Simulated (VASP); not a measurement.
Sn: single point with r2SCAN

Sn:

```
Sn
1.0
     3.46890   -2.29268    0.00000
     3.46890    2.29268    0.00000
     0.00000    0.00000    9.35239
Sn
4
Direct
  0.85000 0.15000 0.11700
  0.65000 0.35000 0.61700
  0.15000 0.85000 0.88300
  0.35000 0.65000 0.38300
```

The cell was built by a generator and needn't be a form met in nature.

- Program: VASP 6.6.1
- Task: single point
- Functional: r2SCAN
- Potentials or basis: VASP PAW PBE potentials, release 64 (Sn_d)
- Cutoff: 520 eV
- k mesh: 6 × 6 × 2
- Occupations: gaussian, width 0.1 eV
- Spin: no spin polarisation

The pressure is -1.5 GPa, the largest force is 2.764 eV/Å and the band gap on the k mesh is none (metal or under the smearing width).

Forces in eV/Å, atoms in the order of the input:
```
Sn   0.000  1.400  2.384
Sn   0.000 -1.400  2.384
Sn   0.000 -1.400 -2.384
Sn   0.000  1.400 -2.384
```

Stress tensor (GPa, compression positive):
```
-5.52  0.00  0.00
 0.00 -1.50  0.00
 0.00  0.00  2.60
```

Levels at points of the mesh, in eV from the Fermi level:
```
           k point  band 24  band 25  band 26  band 27  band 28  band 29  band 30  band 31  band 32  band 33
(0.00, 0.00, 0.00)    -3.55    -2.39     0.38     1.05     2.00     2.12     2.26     2.57     2.82     3.24
(0.50, 0.00, 0.00)    -5.77    -3.45    -3.45     0.06     0.06     0.99     0.99     1.41     1.41     2.60
(0.50, 0.50, 0.00)    -3.53    -3.36    -2.03    -1.42    -1.17    -0.83    -0.14     0.55     1.51     1.75
(0.00, 0.00, 0.50)    -5.91    -0.25    -0.25     1.49     1.49     2.19     2.19     2.60     2.60     3.44
(0.50, 0.00, 0.50)    -5.96    -2.07    -2.07    -2.04    -2.04     0.72     0.72     1.91     1.91     4.46
(0.50, 0.50, 0.50)    -4.80    -3.07    -3.07    -1.22    -1.22     0.67     0.67     0.82     0.82     1.58
```

It took 3.1 min on 1 thread of Intel(R) Xeon(R) 6975P-C (Granite Rapids), on a shared host, peak memory 0.33 GiB.

Caveat: the PAW data sets were made with another functional, which shifts forces and pressure a little.
